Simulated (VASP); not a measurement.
# Native point defects of GaCo, part 5 of 7

Wanted: a map of the native defects of GaCo, all in one supercell and at one level. The start is a cell from a database of measured crystal structures.

VASP 6.6.1, plane waves and PAW; the level of theory is named at each step.

So far, formation energy of the neutral defect (eV): step 7 (energies of this defect, 53 atoms, defect vacancy, element …) 0.383.

## (8) Relaxing the defect, 53 atoms, defect Ga vacancy

This step: PBEsol, spin-polarised from a ferromagnetic start; plane waves and PAW (Ga, Co) (VASP 6.6.1).

System of this step: Ga26Co27. The cell holds 53 atoms: 26 Ga and 27 Co. Its edges and angles: a = 8.521 Å, b = 8.521 Å, c = 8.521 Å, α = 90.0°, β = 90.0°, γ = 90.0°. It derives from GaCo. Nearest the centre at fractional (0.167, 0.167, 0.167): Co40 at 2.46 Å, Co31 at 2.46 Å, Co37 at 2.46 Å, Co39 at 2.46 Å, Co36 at 2.46 Å, Co28 at 2.46 Å, Co30 at 2.46 Å, Co27 at 2.46 Å.

INCAR reads:

```
SYSTEM = Ga26Co27
PREC = Normal
ENCUT = 300
EDIFF = 1E-05
NELM = 120
ISMEAR = 1
SIGMA = 0.2
LREAL = Auto
ALGO = Fast
GGA = PS
NBANDS = 232
ISPIN = 2
MAGMOM = 0 0 0 0 0 0 0 0 0 0 0 0 0 0 0 0 0 0 0 0 0 0 0 0 0 0 2 2 2 2 2 2 2 2 2 2 2 2 2 2 2 2 2 2 2 2 2 2 2 2 2 2 2
LASPH = .TRUE.
LMAXMIX = 4
LORBIT = 11
LWAVE = .FALSE.
LCHARG = .TRUE.
KPAR = 4
NCORE = 2
IBRION = 2
NSW = 50
ISIF = 2
EDIFFG = -0.03
POTIM = 0.4
MAXMIX = 40
ISYM = 2
```

POSCAR reads:

```
Ga26Co27
1.0
    8.5214324964      0.0000000000      0.0000000000
    0.0000000000      8.5214324964      0.0000000000
    0.0000000000      0.0000000000      8.5214324964
Ga Co
26 27
Direct
    0.1666666700      0.1666666700      0.5000000000
    0.1666666700      0.1666666700      0.8333333300
    0.1666666700      0.5000000000      0.1666666700
    0.1666666700      0.5000000000      0.5000000000
    0.1666666700      0.5000000000      0.8333333300
    0.1666666700      0.8333333300      0.1666666700
    0.1666666700      0.8333333300      0.5000000000
    0.1666666700      0.8333333300      0.8333333300
    0.5000000000      0.1666666700      0.1666666700
    0.5000000000      0.1666666700      0.5000000000
    0.5000000000      0.1666666700      0.8333333300
    0.5000000000      0.5000000000      0.1666666700
    0.5000000000      0.5000000000      0.5000000000
    0.5000000000      0.5000000000      0.8333333300
    0.5000000000      0.8333333300      0.1666666700
    0.5000000000      0.8333333300      0.5000000000
    0.5000000000      0.8333333300      0.8333333300
    0.8333333300      0.1666666700      0.1666666700
    0.8333333300      0.1666666700      0.5000000000
    0.8333333300      0.1666666700      0.8333333300
    0.8333333300      0.5000000000      0.1666666700
    0.8333333300      0.5000000000      0.5000000000
    0.8333333300      0.5000000000      0.8333333300
    0.8333333300      0.8333333300      0.1666666700
    0.8333333300      0.8333333300      0.5000000000
    0.8333333300      0.8333333300      0.8333333300
    0.0000000000      0.0000000000      0.0000000000
    0.0000000000      0.0000000000      0.3333333300
    0.0000000000      0.0000000000      0.6666666700
    0.0000000000      0.3333333300      0.0000000000
    0.0000000000      0.3333333300      0.3333333300
    0.0000000000      0.3333333300      0.6666666700
    0.0000000000      0.6666666700      0.0000000000
    0.0000000000      0.6666666700      0.3333333300
    0.0000000000      0.6666666700      0.6666666700
    0.3333333300      0.0000000000      0.0000000000
    0.3333333300      0.0000000000      0.3333333300
    0.3333333300      0.0000000000      0.6666666700
    0.3333333300      0.3333333300      0.0000000000
    0.3333333300      0.3333333300      0.3333333300
    0.3333333300      0.3333333300      0.6666666700
    0.3333333300      0.6666666700      0.0000000000
    0.3333333300      0.6666666700      0.3333333300
    0.3333333300      0.6666666700      0.6666666700
    0.6666666700      0.0000000000      0.0000000000
    0.6666666700      0.0000000000      0.3333333300
    0.6666666700      0.0000000000      0.6666666700
    0.6666666700      0.3333333300      0.0000000000
    0.6666666700      0.3333333300      0.3333333300
    0.6666666700      0.3333333300      0.6666666700
    0.6666666700      0.6666666700      0.0000000000
    0.6666666700      0.6666666700      0.3333333300
    0.6666666700      0.6666666700      0.6666666700
```

KPOINTS reads:

```
Automatic mesh
0
Monkhorst-Pack
3 3 3
0 0 0
```

PAW data sets: Ga and Co (PBE family, release 64).

Command:

```console
$ mpirun -np 8 vasp_std
```

The log of the run:

```text
[... set-up lines as in an earlier step ...]
 entering main loop
       N       E                     dE             d eps       ncg     rms          rms(c)
DAV:   1     0.191952141852E+04    0.19195E+04   -0.88009E+04  3712   0.101E+03
DAV:   2    -0.130655146745E+03   -0.20502E+04   -0.19233E+04  3712   0.289E+02
DAV:   3    -0.329620519557E+03   -0.19897E+03   -0.17381E+03  3952   0.106E+02
DAV:   4    -0.338606106625E+03   -0.89856E+01   -0.87155E+01  4368   0.233E+01
DAV:   5    -0.338822982244E+03   -0.21688E+00   -0.21627E+00  4760   0.304E+00    0.616E+01
RMM:   6    -0.387186538286E+03   -0.48364E+02   -0.57726E+02  3713   0.781E+01    0.811E+01
RMM:   7    -0.321109112969E+03    0.66077E+02   -0.14583E+02  3712   0.408E+01    0.494E+01
RMM:   8    -0.329641549081E+03   -0.85324E+01   -0.30821E+01  3712   0.177E+01    0.468E+01
RMM:   9    -0.313877831647E+03    0.15764E+02   -0.99830E+00  3712   0.110E+01    0.176E+01
RMM:  10    -0.314293899889E+03   -0.41607E+00   -0.28485E+00  3712   0.467E+00    0.180E+01
RMM:  11    -0.313483391818E+03    0.81051E+00   -0.19633E+00  3716   0.413E+00    0.911E+00
RMM:  12    -0.315643450574E+03   -0.21601E+01   -0.31391E+00  3902   0.465E+00    0.185E+01
RMM:  13    -0.313377395397E+03    0.22661E+01   -0.16849E+00  3713   0.445E+00    0.265E+00
RMM:  14    -0.313403681153E+03   -0.26286E-01   -0.17457E-01  3712   0.691E-01    0.971E-01
RMM:  15    -0.313407649390E+03   -0.39682E-02   -0.27983E-02  3747   0.380E-01    0.442E-01
RMM:  16    -0.313408208005E+03   -0.55862E-03   -0.97405E-03  3907   0.213E-01    0.194E-01
RMM:  17    -0.313408536357E+03   -0.32835E-03   -0.29211E-03  4073   0.113E-01    0.106E-01
RMM:  18    -0.313408682431E+03   -0.14607E-03   -0.92565E-04  4227   0.568E-02    0.609E-02
RMM:  19    -0.313408736922E+03   -0.54491E-04   -0.26091E-04  3912   0.285E-02    0.380E-02
RMM:  20    -0.313408762941E+03   -0.26019E-04   -0.60902E-05  2994   0.158E-02    0.339E-02
RMM:  21    -0.313408773424E+03   -0.10483E-04   -0.26827E-05  2673   0.112E-02    0.219E-02
RMM:  22    -0.313408782038E+03   -0.86135E-05   -0.16538E-05  2500   0.865E-03
   1 F= -.31340878E+03 E0= -.31342612E+03  d E =-.313409E+03  mag=    -0.0094
 curvature:   0.00 expect dE= 0.000E+00 dE for cont linesearch  0.000E+00
 trial: gam= 0.00000 g(F)=  0.143E+00 g(S)=  0.000E+00 ort = 0.000E+00 (trialstep = 0.100E+01)
 search vector abs. value=  0.143E+00
 bond charge predicted
       N       E                     dE             d eps       ncg     rms          rms(c)
DAV:   1    -0.313517586615E+03   -0.10881E+00   -0.88786E-01  4192   0.214E+00    0.113E+00
RMM:   2    -0.313515966230E+03    0.16204E-02   -0.97648E-02  3712   0.998E-01    0.587E-01
RMM:   3    -0.313517041168E+03   -0.10749E-02   -0.14678E-02  3712   0.284E-01    0.204E-01
RMM:   4    -0.313517212397E+03   -0.17123E-03   -0.24738E-03  3715   0.111E-01    0.120E-01
RMM:   5    -0.313517236104E+03   -0.23707E-04   -0.46868E-04  3725   0.561E-02    0.583E-02
RMM:   6    -0.313517257562E+03   -0.21458E-04   -0.16684E-04  3789   0.315E-02    0.260E-02
RMM:   7    -0.313517261851E+03   -0.42891E-05   -0.56039E-05  3353   0.148E-02
   2 F= -.31351726E+03 E0= -.31353565E+03  d E =-.108480E+00  mag=     0.0007
[...]
3 F= -.31356029E+03 E0= -.31357976E+03  d E =-.151511E+00  mag=     0.0021
[...]
4 F= -.31357598E+03 E0= -.31359556E+03  d E =-.156851E-01  mag=     0.0005
[...]
5 F= -.31358442E+03 E0= -.31360417E+03  d E =-.241247E-01  mag=    -0.0012
[...]
6 F= -.31358447E+03 E0= -.31360422E+03  d E =-.241785E-01  mag=    -0.0000
[...]
7 F= -.31358447E+03 E0= -.31360423E+03  d E =-.241775E-01  mag=     0.0005
 curvature:  -1.13 expect dE=-0.181E-02 dE for cont linesearch -0.590E-05
 trial: gam= 0.10677 g(F)=  0.160E-02 g(S)=  0.000E+00 ort =-0.307E-03 (trialstep = 0.160E+01)
 search vector abs. value=  0.174E-02
 bond charge predicted
       N       E                     dE             d eps       ncg     rms          rms(c)
DAV:   1    -0.313585992320E+03   -0.15227E-02   -0.63768E-01  3792   0.137E+00    0.116E-01
RMM:   2    -0.313586319426E+03   -0.32711E-03   -0.45087E-03  3712   0.213E-01    0.104E-01
RMM:   3    -0.313586356835E+03   -0.37409E-04   -0.10188E-03  3711   0.848E-02    0.602E-02
RMM:   4    -0.313586353619E+03    0.32157E-05   -0.25020E-04  3720   0.437E-02    0.296E-02
RMM:   5    -0.313586350158E+03    0.34608E-05   -0.67236E-05  3484   0.232E-02
   8 F= -.31358635E+03 E0= -.31360604E+03  d E =-.187927E-02  mag=    -0.0008
 trial-energy change:   -0.001879  1 .order   -0.001728   -0.002519   -0.000937
 step:   2.1404(harm=  2.5523)  dis= 0.00321  next Energy=  -313.586513 (dE=-0.204E-02)
 reached required accuracy - stopping structural energy minimisation
```

The job ended after 2.9 min (8 MPI ranks of Intel Xeon 6975P-C (Granite Rapids), shared host; peak memory 3.2 GiB; 18 min of CPU time).

From OUTCAR (step 8):

```text
   NELECT =     321.0000    total number of electrons

 E-fermi :   7.5920

 spin component 1
 k-point     1 :       0.0000    0.0000    0.0000
  band No.  band energies     occupation
    ...
    158       6.9195      1.00001
    159       6.9617      1.00004
    160       6.9617      1.00004
    161       6.9617      1.00004
    162       7.0190      1.00019
    163       8.0150     -0.00541
    164       8.0150     -0.00541
    165       8.0655     -0.00205
    166       8.0722     -0.00178
    167       8.0722     -0.00178
    ...

 k-point     2 :       0.3333    0.0000    0.0000
  band No.  band energies     occupation
    ...
    154       6.8633      1.00000
    155       6.8777      1.00000
    156       6.8820      1.00000
    157       6.9549      1.00003
    158       6.9837      1.00007
    159       7.6649      0.21310
    160       7.6786      0.16895
    161       7.7096      0.08535
    162       7.7096      0.08535
    163       7.7175      0.06793
    ...

  Total       -5.9698049     -5.9698049     -5.9698049      0.0000000     -0.0000000      0.0000000
  in kB      -15.4572738    -15.4572738    -15.4572738      0.0000000     -0.0000000      0.0000000
  external PRESSURE =     -15.4572738 kB  Pullay stress =       0.0000000 kB

 POSITION                                       TOTAL-FORCE (eV/Angst)
 -----------------------------------------------------------------------------------
      1.42024      1.42024      4.18358         0.000000      0.000000     -0.003084
      1.42024      1.42024      7.17833         0.000000      0.000000      0.003084
      1.42024      4.18358      1.42024         0.000000     -0.003084      0.000000
      1.42024      4.25475      4.25475         0.000000      0.005597      0.005597
      1.42024      4.25475      7.10716         0.000000      0.005597     -0.005597
      1.42024      7.17833      1.42024         0.000000      0.003084      0.000000
      1.42024      7.10716      4.25475         0.000000     -0.005597      0.005597
      1.42024      7.10716      7.10716         0.000000     -0.005597     -0.005597
      4.18358      1.42024      1.42024        -0.003084      0.000000      0.000000
      4.25475      1.42024      4.25475         0.005597      0.000000      0.005597
      4.25475      1.42024      7.10716         0.005597      0.000000     -0.005597
      4.25475      4.25475      1.42024         0.005597      0.005597      0.000000
      4.25189      4.25189      4.25189         0.000366      0.000366      0.000366
      4.25189      4.25189      7.11002         0.000366      0.000366     -0.000366
      4.25475      7.10716      1.42024         0.005597     -0.005597      0.000000
      4.25189      7.11002      4.25189         0.000366     -0.000366      0.000366
      4.25189      7.11002      7.11002         0.000366     -0.000366     -0.000366
      7.17833      1.42024      1.42024         0.003084      0.000000      0.000000
      7.10716      1.42024      4.25475        -0.005597      0.000000      0.005597
      7.10716      1.42024      7.10716        -0.005597      0.000000     -0.005597
      7.10716      4.25475      1.42024        -0.005597      0.005597      0.000000
      7.11002      4.25189      4.25189        -0.000366      0.000366      0.000366
      7.11002      4.25189      7.11002        -0.000366      0.000366     -0.000366
      7.10716      7.10716      1.42024        -0.005597     -0.005597      0.000000
[...]
-----------------------------------------------------------------------------------
    total drift:                               -0.000027      0.000012      0.000007

  FREE ENERGIE OF THE ION-ELECTRON SYSTEM (eV)
  ---------------------------------------------------
  free  energy   TOTEN  =      -313.5863501583 eV

  energy  without entropy=     -313.6454317145  energy(sigma->0) =     -313.60604401

 magnetization (x)
# of ion       s       p       d       tot
------------------------------------------
    1       -0.000   0.000   0.000   0.000
    2       -0.000   0.000   0.000   0.000
    3       -0.000   0.000   0.000   0.000
    4        0.000   0.000   0.000   0.000
    5        0.000   0.000   0.000   0.000
    6       -0.000   0.000   0.000   0.000
    7        0.000   0.000   0.000   0.000
    8        0.000   0.000   0.000   0.000
    9       -0.000   0.000   0.000   0.000
   10        0.000   0.000   0.000   0.000
   11        0.000   0.000   0.000   0.000
   12        0.000   0.000   0.000   0.000
   13        0.000   0.000   0.000   0.000
   14        0.000   0.000   0.000   0.000
   15        0.000   0.000   0.000   0.000
   16        0.000   0.000   0.000   0.000
   17        0.000   0.000   0.000   0.000
   18       -0.000   0.000   0.000   0.000
   19        0.000   0.000   0.000   0.000
   20        0.000   0.000   0.000   0.000
   21        0.000   0.000   0.000   0.000
   22        0.000   0.000   0.000   0.000
   23        0.000   0.000   0.000   0.000
[...]
--------------------------------------------------
tot          0.000   0.000  -0.005  -0.004

[... 7 parts as in an earlier step ...]

[... 12 further parts left out ...]
```

Step by step:

```tsv
step	energy less that of the first step (eV)	largest force (eV/Å)
1	0.0000	0.7129
2	-0.1085	0.4041
3	-0.1515	0.1657
4	-0.1672	0.0962
5	-0.1756	0.0679
6	-0.1757	0.0657
7	-0.1757	0.0656
8	-0.1776	0.0268
```

The atoms that moved most (Å):

```tsv
atom	dx	dy	dz	length
Ga2	0.000	0.000	0.077	0.077
Ga6	0.000	0.077	0.000	0.077
Ga18	0.077	0.000	0.000	0.077
Ga3	0.000	-0.077	0.000	0.077
Ga9	-0.077	0.000	0.000	0.077
Ga1	0.000	0.000	-0.077	0.077
Co29	0.012	0.012	0.000	0.017
Co33	0.012	0.000	0.012	0.017
```

This step gave:

| Quantity | Value |
| --- | --- |
| electronic cycles | 60 |
| electrons | 321 |
| free energy (TOTEN) | -313.5864 eV |
| energy at zero smearing | -313.6060 eV |
| Fermi energy | 7.592 eV |
| moment of the cell, from the last line of the log | 0 μB |

Valence density in the ac plane at fractional y = 0.167, through the centre, with atoms of Ga within 0.45 Å of it. It is the smooth field of the valence electrons, not physical close to the nuclei.

Ten even steps from '_' (-0.03 e/Å³) to '@' (0.27 e/Å³), each cell a mean:
```
@@%%%%%%%%%%%%%%@@@@@@@@%%%%@@@@@@@@%%%%%%@@@@@@
%%@@@@%%%%@@@@@@%%@@@@@@%%@@@@@@%%@@@@@@%%@@@@@@
%%@@%%++--##@@@@%%@@%%++==##@@%%%%@@@@++==##@@@@
%%@@##::__==%%%%%%@@##::__==%%%%%%@@##::__==%%%%
%%@@%%==--**@@%%%%@@%%--::++@@%%%%@@%%--::++@@%%
%%@@@@%%%%@@@@%%%%@@@@%%##%%@@%%%%@@@@%%##@@@@%%
%%%%%%%%%%%%%%%%%%@@@@@@@@@@@@%%%%@@@@@@@@@@@@@@
@@%%%%######%%%%@@@@%%%%%%%%%%@@@@%%%%%%%%%%%%@@
@@%%%%%%%%%%%%%%@@@@%%%%%%%%%%@@@@%%%%%%%%%%@@@@
%%%%@@%%%%@@@@%%%%@@@@@@%%@@@@%%%%@@@@@@%%@@@@@@
%%@@%%**++##@@%%%%@@%%++==##@@%%%%@@%%++==##@@%%
%%@@##::__++%%%%%%@@##::__==%%%%%%@@##::__==%%%%
%%@@%%--..++@@@@%%@@%%--::++@@%%%%@@%%--::++@@@@
%%@@@@##**%%@@@@%%@@@@%%##%%@@%%%%@@@@%%##%%@@@@
@@@@@@@@%%@@@@@@@@@@@@@@@@@@@@@@@@@@@@@@@@@@@@@@
%%%%##****####%%%%@@%%%%%%%%%%@@@@%%%%%%%%%%%%@@
##**++======++##%%@@@@@@%%%%%%%%%%%%%%%%%%@@@@%%
**++==------==++##@@@@@@%%@@@@%%%%%%@@@@%%@@@@%%
**==--::::::--==##@@%%++++##@@%%##%%@@**==##@@%%
++--::::::::--==**%%**..__++%%%%##%%%%--__--%%%%
++==::::::::--==**@@##--::**%%%%##%%%%==::++%%%%
**==--::::--==++##@@@@%%##%%@@%%%%%%@@%%##%%@@%%
##**====--==++**%%@@@@@@@@@@%%%%%%%%@@@@@@@@@@%%
%%##**++++****##%%@@%%%%%%%%%%@@@@%%%%%%%%%%%%@@
```
Columns run along a (8.5 Å), rows up along c (8.5 Å). Atoms in or near the plane, at fractional coordinates: Ga at (0.17, 0.49), Ga at (0.17, 0.84), Ga at (0.49, 0.17), Ga at (0.50, 0.50), Ga at (0.50, 0.83), Ga at (0.84, 0.17), Ga at (0.83, 0.50), Ga at (0.83, 0.83).

The run ended after 8 ionic steps, 0.178 eV below its first step, once the forces on the free atoms met EDIFFG = -0.03.

The total moment is the log's last value; OUTCAR's line is one cycle older.

The 8 first neighbours (Co) lie 2.46 Å from the site in the perfect crystal and 2.46 Å on average after the relaxation (+0.2 %).

## (9) This defect's formation energies, 53 atoms, defect vacancy, element Ga

This step: point defect, PBEsol; plane waves and PAW (VASP 6.6.1).

Derived from the runs above.

Numbers from this step:

```yaml
formation_energy_of_the_neutral_defect: 1.925 eV
```

Formation energy:

```tsv
formation energy (eV)	largest move (Å)
1.925	0.07713
```

The formation energy is the energy of the relaxed defect cell less that of the perfect cell, with each removed atom booked to its reference and each added atom taken from it.

References, in eV an atom: Co -7.746 (crystal P6_3/mmc) and Ga -3.338 (crystal Cmce). They were run at the supercell's cutoff and functional, without U, and count both elements from their own phases.

The formation energy is 1.925 eV, and the largest move of an atom 0.08 Å.

[end of part 5 of 7]

[Lines on the potential files, build, host, timing and source positions are cut from VASP's logs without a mark.]

[Logs are printed without paths, hosts, clocks, repeated set-up lines and the standing remarks that a program may print on its own settings, such as how far it seeks lower states.]

[Hosts, paths, dates, database ids (printed as entryN), source tags and the programs' standing remarks are cut or masked in the printed files.]

[In band tables of VASP the shares of atoms and orbitals are scaled to a sum of 1 inside the atoms' spheres.]

[Runs that stopped without an error message from VASP are left out.]
